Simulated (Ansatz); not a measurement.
# InP: the cost of one run

Program: Ansatz 0.2.0. Level of theory: DFT LDA, scalar-relativistic, plane waves, PAW. These are calculated values, not measurements.

1 further run of the same task is left out (it didn't finish).

**1. The structure to begin with**

The structure is cubic, space group Fm-3m (No. 225). Conventional cell: a = 5.418 Å, b = 5.418 Å, c = 5.418 Å, α = 90.00°, β = 90.00°, γ = 90.00°. In (site symmetry m-3m) is surrounded by 6 P at 2.71 Å. P (site symmetry m-3m) is surrounded by 6 In at 2.71 Å.

Coordinates:

```cif
data_structure
_symmetry_space_group_name_H-M 'P 1'
_symmetry_Int_Tables_number 1
_cell_length_a 3.8309
_cell_length_b 3.8309
_cell_length_c 3.8309
_cell_angle_alpha 60.000
_cell_angle_beta 60.000
_cell_angle_gamma 60.000
_cell_volume 39.75
loop_
_atom_site_label
_atom_site_type_symbol
_atom_site_fract_x
_atom_site_fract_y
_atom_site_fract_z
_atom_site_occupancy
In1 In 0.00000 0.00000 0.00000 1
P1 P 0.50000 0.50000 0.50000 1
```

It is the result of an earlier relaxation at this level (volume 19.88 Å³/atom; gap on the mesh: none (metal)).

**2. Plan of the scan**

The energy is mapped over a normal mode and a strain (zone-centre modes of the cell shown) (x along [1 0 0], y along [0 1 0], z along [0 0 1] of the conventional cell).

First coordinate, amplitude of mode 4 (178 cm⁻¹), largest displacement in the unstrained cell: 7 values from −0.362 Å. Second coordinate, strain +e along z and -e/2 along x and y: 7 values from −7.00 %.

Nothing else is relaxed (the pattern is fixed in fractional coordinates). Energies count from the relaxed high-symmetry cell. Points are written as (first, second).

The modes come from a phonon run on the reference cell, made beforehand.

Displacement patterns for an amplitude of 1 (Å):

| atom | x1 | y1 | z1 |
| --- | --- | --- | --- |
| In1 | -0.270 | 0.000 | 0.000 |
| P2 | 1.000 | 0.000 | 0.000 |

**3. The run at (0.000 Å, 2.33 %)**

Input file input.yaml:

```yaml
crystal:
  lattice:
    - [0.0, 2.6772781978, 2.7719520208]
    - [2.6772781978, 0.0, 2.7719520208]
    - [2.6772781978, 2.6772781978, 0.0]
  atoms:
    - { symbol: In, position: [0.0, 0.0, 0.0] }
    - { symbol: P, position: [0.5, 0.5, 0.5] }
basis:
  ecutwfc: 420
kpoints:
  mp_grid: { grid: [14, 14, 14] }
hamiltonian:
  xc: lda
  pseudopotentials: { kind: paw, azcp: { folder: soft_1 } }
scf:
  occupations: { method: gaussian, width: 0.15 }
output:
  forces: true
  stress: true
  eigenvalues: true
```

Command:

```bash
$ ansatz run input.yaml --threads 1 --pin off --max-ram 2048MiB --backend cpu --events-out ev --progress --plain --runs-dir out
```

Q: Estimate wall time and peak memory on 1 thread of Arm Neoverse N1, shared host.

About 12 s, with a peak of 0.37 GiB.
